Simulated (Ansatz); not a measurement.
AlAs (zincblende), relaxed with r2SCAN, was run in Ansatz under altered settings. All numbers are computed, without spin polarisation but where a row says otherwise.

```yaml
crystal:
  lattice:
    - [0.00000, 2.83892, 2.83892]
    - [2.83892, 0.00000, 2.83892]
    - [2.83892, 2.83892, 0.00000]
  atoms:
    - { symbol: Al, position: [0.00000, 0.00000, 0.00000] }
    - { symbol: As, position: [0.25000, 0.25000, 0.25000] }
```

The base run's other keys:
```yaml
kpoints:
  mp_grid: { grid: [4, 4, 4] }
hamiltonian:
  xc: hse06
scf:
  occupations: { method: fixed }
  n_extra_bands: 4
```

It takes 12 iterations with 893 plane waves at 420 eV and 8 k points, and leaves a mean stress of +0.47 GPa. The gap over this mesh is 2.104 eV. It ran on 4 threads of Arm Neoverse V1 (shared host).

Outcomes, with energy and stress as changes against the base:

| setting | outcome | ΔF (meV/atom) | Δ mean stress (GPa) | gap on the mesh (eV) | iterations | wall time |
| --- | --- | --- | --- | --- | --- | --- |
| hamiltonian.xc: cam_b3lyp | converged | – | -0.4 | 4.900 | 16 | 5.5 s |
| PBE hybrid, exx coeff 0.35, omega 0.3 1/Å | converged | – | -0.4 | 2.145 | 12 | 4.3 s |
| PBE hybrid, exx coeff 0.05, unscreened | converged | – | +1.3 | 1.700 | 10 | 3.8 s |
| PBE hybrid, exx coeff 0.15, omega 0.3 1/Å | converged | – | +0.8 | 1.732 | 11 | 4 s |
| magnetization.initial_magnetization: 0.5 | refused | – | – | – | – | 0.4 s |
| scf.occupations: gaussian 1.5 | converged | -27 | +0.3 | 2.069 | 18 | 4.4 s |

A dash marks a value that wasn't obtained or can't be compared. Stress is positive in compression. The base took 4.1 s.

- hamiltonian.xc: cam_b3lyp. The mean stress moves by -0.4 GPa and the gap on the mesh by +2.796 eV (to 4.900). It's another functional on the same cell, so totals aren't comparable.
- PBE hybrid, exx coeff 0.05, unscreened. That is 5 % exact exchange, at all ranges, against HSE06's 25 % screened at 0.208 1/Å. The mean stress moves by +1.3 GPa and the gap on the mesh by -0.404 eV (to 1.700). Totals of different functionals aren't comparable.
- PBE hybrid, exx coeff 0.15, omega 0.3 1/Å. That is 15 % exact exchange, screened with ω = 0.3 1/Å, against HSE06's 25 % screened at 0.208 1/Å. The mean stress moves by +0.8 GPa and the gap on the mesh by -0.372 eV (to 1.732). Totals of different functionals aren't comparable.
- magnetization.initial_magnetization: 0.5. The program doesn't start. Error: inconsistent input (scf.occupations.method, magnetization): a σ = 0 step fill (method: fixed, or a smearing width below the step floor) with no hard lock on the total moment puts the same N_el/2 bands in each spin channel, which gives a total moment of zero, but the starting moments sum to +0.5000 μB […]
- scf.occupations: gaussian 1.5. The free energy moves by -27 meV an atom, the mean stress by +0.3 GPa and the gap on the mesh by -0.035 eV (to 2.069). The term −TS is -129 meV an atom. A width of 1.5 eV moves electrons across a gap of 2.10 eV: this is no longer the ground state.

The runs are scalar-relativistic, without spin-orbit coupling.

The program warns that its thresholds are loose for a hybrid's stress.

The meshes of the hybrids are coarse, so their gaps aren't converged to the digits shown.
